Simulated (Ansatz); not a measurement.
Base system: CaF2 in the fluorite structure (space group Fm-3m, No. 225; a = 5.4391 Å). Axes: x, y, z lie along the cube axes.

The change: tensor shear ε_xz = −0.37 % (engineering shear γ = -0.0074), atoms relaxed at fixed cell.

Level of theory: r2SCAN (Ansatz, a first-principles code), without spin-orbit coupling.

Give the band edges at the high-symmetry points of the new zone, measured from its valence-band maximum.


```json
[
 {"point": "Γ", "valence edge (eV)": "-0.26", "conduction edge (eV)": "8.03"},
 {"point": "X", "valence edge (eV)": "0.00", "conduction edge (eV)": "8.79"},
 {"point": "F₂", "valence edge (eV)": "-0.10", "conduction edge (eV)": "9.07"},
 {"point": "Σ₀", "valence edge (eV)": "-0.10", "conduction edge (eV)": "9.07"},
 {"point": "Y₀", "valence edge (eV)": "-0.09", "conduction edge (eV)": "9.05"},
 {"point": "U₀", "valence edge (eV)": "-0.09", "conduction edge (eV)": "9.05"},
 {"point": "R", "valence edge (eV)": "-0.84", "conduction edge (eV)": "10.22"},
 {"point": "W", "valence edge (eV)": "-0.10", "conduction edge (eV)": "9.12"},
 {"point": "S", "valence edge (eV)": "-0.84", "conduction edge (eV)": "10.22"},
 {"point": "T", "valence edge (eV)": "0.00", "conduction edge (eV)": "8.79"}
]
```

The gap is 8.03 eV, indirect, T → Γ.

The cells carry an imposed strain or load. Whether these cells are dynamically stable was not tested. Labels are those of the standard path for the cell's own space group.
